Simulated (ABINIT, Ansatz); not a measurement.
**TiO2: the functional in 2 programs**

```
CELL_PARAMETERS angstrom
4.59984 0.00000 0.00000
0.00000 4.59984 0.00000
0.00000 0.00000 2.95921
ATOMIC_POSITIONS crystal
Ti 0.00000 0.00000 0.50000
Ti 0.50000 0.50000 0.00000
O 0.30432 0.30432 0.50000
O 0.19568 0.80432 0.00000
O 0.80432 0.19568 0.00000
O 0.69568 0.69568 0.50000
```

The cell is a database's computed one, not the measured one.

Kept alike: task band structure; k mesh 6 × 6 × 9; occupations fermi-dirac, width 0.05 eV; no spin polarisation. The mesh is that of the run's cell of 6 atoms. No spin-orbit coupling.

- A: ABINIT; JTH PAW LDA v2.0 (LDA); JTH PAW PBE v2.0 (PBE, PBEsol), cutoff 626 eV
- B: Ansatz, all-electron LAPW, scalar-relativistic

| functional | A: pressure (GPa) | B: pressure (GPa) |
| --- | --- | --- |
| LDA | -8.76 | -8.80 |
| PBE | 4.46 | 4.24 |
| PBEsol | -2.22 | -2.81 |

Pressure is positive in compression; plane-wave values hold the error of the finite cutoff. Values on potentials made for another functional: some of A.

Task: How large is the effect of the functional, and do the programs agree on it?

Result: From LDA to PBE the pressure moves by +13.22 in A, +13.04 in B (GPa). Row by row the programs differ by 0.04 to 0.59, and over this span the shifts, as printed, agree within about 1 %. Shifts from LDA: PBE +13.22, +13.04; PBEsol +6.54, +5.99; the programs' shifts differ by up to 0.55.
